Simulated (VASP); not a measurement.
# AgCl (Fm-3m) in VASP: notebook

One crystal, AgCl, is run at these levels: PBE; tasks: relaxation of cell and atoms.

All numbers are computed with VASP 6.6.1; they aren't measurements. Logs are shortened: lines on timing, memory, paths and dates and some standing lists are left out, and cuts for length are marked.

## 1. The structure

Symmetry: Fm-3m, No. 225, cubic system. Conventional cell: a = 5.470 Å, b = 5.470 Å, c = 5.470 Å, α = 90.00°, β = 90.00°, γ = 90.00°. Around Ag (site symmetry m-3m) lie 6 Cl at 2.73 Å. Around Cl (site symmetry m-3m) lie 6 Ag at 2.73 Å.

## 2. Relaxation of cell and atoms, PBE

Input file INCAR:

```
PREC     = Accurate       # precision mode
ENCUT    = 520            # plane-wave cutoff, eV
EDIFF    = 1E-7           # SCF threshold, eV
ISMEAR   = 0              # smearing method
SIGMA    = 0.02           # smearing width, eV
LREAL    = False          # projectors in reciprocal space
LASPH    = True           # aspherical terms in the spheres
NELM     = 80             # most SCF steps
ALGO     = Normal         # electronic algorithm
ISIF     = 3              # what is computed and relaxed
LWAVE    = False          # write WAVECAR
LCHARG   = False          # write CHGCAR
GGA      = PE             # functional
IBRION   = 2              # ionic algorithm
NSW      = 80             # ionic steps
EDIFFG   = -0.002         # ionic threshold
```

Input file KPOINTS:

```
regular mesh
0
Gamma
  4 4 4
```

Input file POSCAR:

```
AgCl
1.0
    0.0000000000      2.7350000000      2.7350000000
    2.7350000000      0.0000000000      2.7350000000
    2.7350000000      2.7350000000      0.0000000000
Ag Cl
1 1
Direct
    0.0000000000      0.0000000000      0.0000000000
    0.5000000000      0.5000000000      0.5000000000
```

Potentials or basis: VASP PAW PBE potentials, release 64 (Ag, Cl).

The run is started by

```sh
cat potpaw_PBE.64/Ag/POTCAR potpaw_PBE.64/Cl/POTCAR > POTCAR
mpirun -np 1 vasp_std > vasp.out
```

OUTCAR:

```text
PREC = Accurate
   ENCUT = 520
   EDIFF = 1E-7
   ISMEAR = 0
   LREAL = False
   LASPH = True
   NELM = 80
   ISIF = 3
   GGA = PE
   IBRION = 2
   NSW = 80
   EDIFFG = -0.002

 ion  position               nearest neighbor table
   1  0.000  0.000  0.000-   2 2.73   2 2.73   2 2.73   2 2.73   2 2.73   2 2.73
   2  0.500  0.500  0.500-   1 2.73   1 2.73   1 2.73   1 2.73   1 2.73   1 2.73

  LATTYP: Found a face centered cubic cell.
 ALAT       =     5.4700000000

  Lattice vectors:

 A1 = (   0.0000000000,   2.7350000000,   2.7350000000)
 A2 = (   2.7350000000,   0.0000000000,   2.7350000000)
 A3 = (   2.7350000000,   2.7350000000,   0.0000000000)

Analysis of symmetry for initial positions (statically):
=====================================================================
 Subroutine PRICEL returns:
 Original cell was already a primitive cell.

 Routine SETGRP: Setting up the symmetry group for a
 face centered cubic supercell.

 Subroutine GETGRP returns: Found 48 space group operations
 (whereof 48 operations were pure point group operations)
 out of a pool of 48 trial point group operations.

The static configuration has the point symmetry O_h .

Analysis of symmetry for dynamics (positions and initial velocities):
=====================================================================
 Subroutine PRICEL returns:
 Original cell was already a primitive cell.

 Routine SETGRP: Setting up the symmetry group for a
 face centered cubic supercell.

 Subroutine GETGRP returns: Found 48 space group operations
 (whereof 48 operations were pure point group operations)
 out of a pool of 48 trial point group operations.

The dynamic configuration has the point symmetry O_h .

 Subroutine INISYM returns: Found 48 space group operations
 (whereof 48 operations are pure point group operations),
 and found     1 'primitive' translations

----------------------------------------------------------------------------------------

                                     Primitive cell

  volume of cell :      40.9168

  direct lattice vectors                    reciprocal lattice vectors
     0.000000000  2.735000000  2.735000000    -0.182815356  0.182815356  0.182815356
     2.735000000  0.000000000  2.735000000     0.182815356 -0.182815356  0.182815356
     2.735000000  2.735000000  0.000000000     0.182815356  0.182815356 -0.182815356

  length of vectors
     3.867874093  3.867874093  3.867874093     0.316645486  0.316645486  0.316645486

  position of ions in fractional coordinates (direct lattice)
     0.000000000  0.000000000  0.000000000
     0.500000000  0.500000000  0.500000000

  ion indices of the primitive-cell ions
   primitive index   ion index
                 1           1
                 2           2

----------------------------------------------------------------------------------------

 KPOINTS: regular mesh

Automatic generation of k-mesh.
 Grid dimensions read from file:
 generate k-points for:    4    4    4

 Generating k-lattice:

  Cartesian coordinates                     Fractional coordinates (reciprocal lattice)
    -0.045703839  0.045703839  0.045703839     0.250000000  0.000000000  0.000000000
     0.045703839 -0.045703839  0.045703839     0.000000000  0.250000000  0.000000000
     0.045703839  0.045703839 -0.045703839     0.000000000  0.000000000  0.250000000

  Length of vectors
     0.079161371  0.079161371  0.079161371

  Shift w.r.t. Gamma in fractional coordinates (k-lattice)
     0.000000000  0.000000000  0.000000000

 Subroutine IBZKPT returns following result:
 ===========================================

 Found      8 irreducible k-points:

 Following reciprocal coordinates:
            Coordinates               Weight
  0.000000  0.000000  0.000000      1.000000
  0.250000  0.000000  0.000000      8.000000
  0.500000  0.000000  0.000000      4.000000
  0.250000  0.250000  0.000000      6.000000
  0.500000  0.250000  0.000000     24.000000
 -0.250000  0.250000  0.000000     12.000000
  0.500000  0.500000  0.000000      3.000000
 -0.250000  0.500000  0.250000      6.000000
   k-points           NKPTS =      8   k-points in BZ     NKDIM =      8   number of bands    NBANDS=     13
   number of dos      NEDOS =    301   number of ions     NIONS =      2
   total plane-waves  NPLWV =  27000
   dimension x,y,z NGX =    30 NGY =   30 NGZ =   30
   dimension x,y,z NGXF=    60 NGYF=   60 NGZF=   60
   ions per type =               1   1
   NGX,Y,Z   is equivalent  to a cutoff of  12.89, 12.89, 12.89 a.u.
   NGXF,Y,Z  is equivalent  to a cutoff of  25.79, 25.79, 25.79 a.u.
 SYSTEM =  unknown system
   PREC   = accura    normal or accurate (medium, high low for compatibility)
   ISTART =      0    job   : 0-new  1-cont  2-samecut
   ICHARG =      2    charge: 1-file 2-atom 10-const
   ISPIN  =      1    spin polarized calculation?
   LNONCOLLINEAR =      F non collinear calculations
   LSORBIT =      F    spin-orbit coupling
   LASPH  =      T    aspherical Exc in radial PAW
   ENCUT  =  520.0 eV  38.22 Ry    6.18 a.u.   7.19  7.19  7.19*2*pi/ulx,y,z
   NELM   =     80;   NELMIN=  2; NELMDL= -5     # of ELM steps
   EDIFF  = 0.1E-06   stopping-criterion for ELM
   LREAL  =      F    real-space projection
   EDIFFG = -.2E-02   stopping-criterion for IOM
   NSW    =     80    number of steps for IOM
   IBRION =      2    ionic relax: 0-MD 1-quasi-New 2-CG
   NFREE  =      1    steps in history (QN), initial steepest desc. (CG)
   ISIF   =      3    stress and relaxation
   ISYM   =      2    0-nonsym 1-usesym 2-fastsym
   POTIM  = 0.5000    time-step for ionic-motion
   TEBEG  =    0.0;   TEEND  =   0.0 temperature during run
   PSTRESS=    0.0 pullay stress
   NELECT =      18.0000    total number of electrons
   NUPDOWN=      -1.0000    fix difference up-down
   EMIN   =  10.00;   EMAX   =-10.00  energy-range for DOS
   EFERMI =   0.00;   METHOD = LEGACY
   ISMEAR =     0;   SIGMA  =   0.02  broadening in eV -4-tet -1-fermi 0-gaus
   EFERMI_NEDOS =   21; number of points for ismear=-14 and -15
   IALGO  =     38    algorithm
   IMIX   =      4    mixing-type and parameters
     AMIX     =   0.40;   BMIX     =  1.00
     AMIX_MAG =   1.60;   BMIX_MAG =  1.00
  volume/ion in A,a.u.               =      20.46       138.06
  Fermi-wavevector in a.u.,A,eV,Ry     =   1.245083  2.352866 21.092186  1.550232
  Thomas-Fermi vector in A             =   2.379321
   LORBIT       =      0    0 simple, 1 ext, 2 COOP (PROOUT), +10 PAW based schemes
   GGA     = PE    functional components
   LHFCALC =     F    Hartree Fock is set to
   AEXX    =    0.0000 exact exchange contribution
   IVDW    =     0    specifies the selected vdW correction
   LEPSILON=     F    determine dielectric tensor
   LRPA    =     F    only Hartree local field effects (RPA)
 conjugate gradient relaxation of ions
 non-spin polarized calculation
 Gauss-broadening in eV      SIGMA  =   0.02
  energy-cutoff  :      520.00
  volume of cell :       40.92
 maximum number of plane-waves:      1124
 NGX is ok and might be reduce to    30
   NGX = 15   NGY = 15   NGZ = 15

--------------------------------------- Ionic step        1  -------------------------------------------

 number of electron      18.0000002 magnetization

 Free energy of the ion-electron system (eV)
  ---------------------------------------------------
  ext. energy  EPLUGINS =         0.00000000
  ---------------------------------------------------
  free energy    TOTEN  =        -5.35133046 eV

  energy without entropy =       -5.35133046  energy(sigma->0) =       -5.35133046

 E-fermi :   4.5162     XC(G=0): -10.1815

 val. band max:        4.3656249032   @ k =   0.5000   0.0000   0.0000
 cond. band min:       5.2639314734   @ k =   0.0000   0.0000   0.0000
 fundamental gap:      0.8983065702
 Fermi energy:         4.5161618381

 k-point     1 :       0.0000    0.0000    0.0000
  band No.  band energies     occupation
      1     -11.0652      2.00000
      2       1.7452      2.00000
      3       1.7452      2.00000
      4       1.7452      2.00000
      5       1.7895      2.00000
      6       1.7895      2.00000
      7       1.8715      2.00000
      8       1.8715      2.00000
      9       1.8715      2.00000
     10       5.2639      0.00000
     11      15.1978      0.00000
     12      15.1978      0.00000
     13      15.1978      0.00000

 k-point     2 :       0.2500    0.0000    0.0000
  band No.  band energies     occupation
      1     -10.8283      2.00000
      2      -0.0984      2.00000
      3       0.4463      2.00000
      4       0.4463      2.00000
      5       1.9446      2.00000
      6       1.9446      2.00000
      7       2.2217      2.00000
      8       3.4986      2.00000
      9       3.4986      2.00000
     10       7.3446      0.00000
     11      12.1713      0.00000
     12      13.5502      0.00000
     13      13.5502      0.00000
[... 143 lines left out ...]
 VOLUME and BASIS-vectors are now :
 -----------------------------------------------------------------------------
  energy-cutoff  :      520.00
  volume of cell :       43.99
      direct lattice vectors                 reciprocal lattice vectors
    -0.000000000  2.801877069  2.801877069    -0.178451798  0.178451798  0.178451798
     2.801877069 -0.000000000  2.801877069     0.178451798 -0.178451798  0.178451798
     2.801877069  2.801877069  0.000000000     0.178451798  0.178451798 -0.178451798

 POSITION                                       TOTAL-FORCE (eV/Angst)
 -----------------------------------------------------------------------------------
      5.60375      5.60375      5.60375         0.000000     -0.000000      0.000000
      2.80188      2.80188      2.80188        -0.000000      0.000000     -0.000000
 -----------------------------------------------------------------------------------
    total drift:                                0.000000      0.000000      0.000000

  FREE ENERGIE OF THE ION-ELECTRON SYSTEM (eV)
  ---------------------------------------------------
  free  energy   TOTEN  =        -5.3886605800 eV

  energy  without entropy=       -5.3886605800  energy(sigma->0) =       -5.38866058

--------------------------------------- Ionic step        3  -------------------------------------------

 number of electron      17.9999995 magnetization

 Free energy of the ion-electron system (eV)
  ---------------------------------------------------
  ext. energy  EPLUGINS =         0.00000000
  ---------------------------------------------------
  free energy    TOTEN  =        -5.38877858 eV

  energy without entropy =       -5.38877858  energy(sigma->0) =       -5.38877858

 E-fermi :   3.5280     XC(G=0):  -9.7768

 val. band max:        3.3824797785   @ k =   0.5000   0.0000   0.0000
 cond. band min:       4.2993032890   @ k =   0.0000   0.0000   0.0000
 fundamental gap:      0.9168235105
 Fermi energy:         3.5280355455

 k-point     1 :       0.0000    0.0000    0.0000
  band No.  band energies     occupation
      1     -11.5281      2.00000
      2       1.0751      2.00000
      3       1.0751      2.00000
      4       1.0751      2.00000
      5       1.1149      2.00000
      6       1.1149      2.00000
      7       1.2091      2.00000
      8       1.2091      2.00000
      9       1.2091      2.00000
     10       4.2993      0.00000
     11      14.2488      0.00000
     12      14.2488      0.00000
     13      14.2488      0.00000

 k-point     2 :       0.2500    0.0000    0.0000
  band No.  band energies     occupation
      1     -11.3376      2.00000
      2      -0.5611      2.00000
      3      -0.0778      2.00000
      4      -0.0778      2.00000
      5       1.2400      2.00000
      6       1.2400      2.00000
      7       1.4847      2.00000
      8       2.6344      2.00000
      9       2.6344      2.00000
     10       6.2824      0.00000
     11      11.2015      0.00000
     12      12.5846      0.00000
     13      12.5846      0.00000
[... 107 lines left out ...]
 VOLUME and BASIS-vectors are now :
 -----------------------------------------------------------------------------
  energy-cutoff  :      520.00
  volume of cell :       44.19
      direct lattice vectors                 reciprocal lattice vectors
    -0.000000000  2.806170183  2.806170183    -0.178178787  0.178178787  0.178178787
     2.806170183 -0.000000000  2.806170183     0.178178787 -0.178178787  0.178178787
     2.806170183  2.806170183  0.000000000     0.178178787  0.178178787 -0.178178787

 POSITION                                       TOTAL-FORCE (eV/Angst)
 -----------------------------------------------------------------------------------
      0.00000      0.00000      0.00000         0.000000     -0.000000     -0.000000
      2.80617      2.80617      2.80617        -0.000000      0.000000      0.000000
 -----------------------------------------------------------------------------------
    total drift:                               -0.000000      0.000000      0.000000

  FREE ENERGIE OF THE ION-ELECTRON SYSTEM (eV)
  ---------------------------------------------------
  free  energy   TOTEN  =        -5.3887785766 eV

  energy  without entropy=       -5.3887785766  energy(sigma->0) =       -5.38877858

 reached required accuracy - stopping structural energy minimisation
```

It took 12 s on 1 thread of AMD EPYC 7R13 (Zen 3), shared host; peak memory 0.14 GiB.

Results:

- Free energy: -5.3888 eV
- Relaxed volume: 22.10 Å³/atom
- Relaxed cell: a = 3.969 Å, b = 3.969 Å, c = 3.969 Å, α = 60.00°, β = 60.00°, γ = 60.00°
- Space group after relaxing (to 0.05 Å): Fm-3m (No. 225)
- Energy gained by relaxing: 18.7 meV/atom
- Ionic steps: 3
- Pressure after relaxing: 0.0 GPa
- Band gap on the k mesh: 0.92 eV, indirect (least direct gap 3.09 eV)

The path:
| step | energy change (eV) | largest force (eV/Å) | pressure (GPa) | volume (Å³) |
| --- | --- | --- | --- | --- |
| 1 | 0.0000 | 0.0000 | 3.97 | 40.92 |
| 2 | -0.0373 | 0.0000 | 0.19 | 43.99 |
| 3 | -0.0374 | 0.0000 | 0.00 | 44.19 |

Final structure:
```
Ag Cl
1.0
     0.00000    2.80617    2.80617
     2.80617    0.00000    2.80617
     2.80617    2.80617    0.00000
Ag Cl
1 1
Direct
  0.00000 0.00000 0.00000
  0.50000 0.50000 0.50000
```

Caveat: the k mesh is coarse (spacing up to 0.50 Å⁻¹), so the values aren't converged. A k mesh can miss the band edges.

## 3. Relaxation of cell and atoms, PBE

This run uses another cell than the first one, of 22.10 Å³/atom, 1.080 times its volume.

INCAR is that of step 2.

KPOINTS is that of step 2.

Input file POSCAR:

```
AgCl                                    
1.0
   -0.0000000000      2.8061701828      2.8061701828
    2.8061701828     -0.0000000000      2.8061701828
    2.8061701828      2.8061701828      0.0000000000
  Ag              Cl            
     1     1
Direct
     0.0000000000000000    0.0000000000000000    0.0000000000000000
     0.5000000000000000    0.5000000000000000    0.5000000000000000
```

Potentials or basis: VASP PAW PBE potentials, release 64 (Ag, Cl).

The run is started by

```sh
cat potpaw_PBE.64/Ag/POTCAR potpaw_PBE.64/Cl/POTCAR > POTCAR
mpirun -np 1 vasp_std > vasp.out
```

It took 5.1 s on 1 thread of AMD EPYC 7R13 (Zen 3), shared host; peak memory 0.13 GiB.

The run converged. Its results:

- Free energy: -5.3903 eV
- Pressure after relaxing: 0.0 GPa
- Band gap on the k mesh: 0.92 eV, indirect (least direct gap 3.09 eV)

Final structure:
```
Ag Cl
1.0
     0.00000    2.80617    2.80617
     2.80617    0.00000    2.80617
     2.80617    2.80617    0.00000
Ag Cl
1 1
Direct
  0.00000 0.00000 0.00000
  0.50000 0.50000 0.50000
```

Levels at points of the mesh, in eV from the valence-band top:
```csv
k point,band 6,band 7,band 8,band 9,band 10,band 11,band 12,band 13
"(0.00, 0.00, 0.00)",-2.27,-2.17,-2.17,-2.17,0.92,10.87,10.87,10.87
"(0.50, 0.00, 0.00)",-1.97,-1.68,0.00,0.00,4.34,6.34,7.73,7.73
"(0.50, 0.50, 0.00)",-2.09,-1.86,-1.86,-1.80,2.43,8.07,8.52,11.33
```

Caveat: the k mesh is coarse (spacing up to 0.48 Å⁻¹), so the values aren't converged; the relaxation stopped at its first step, so nothing moved. A k mesh can miss the band edges.
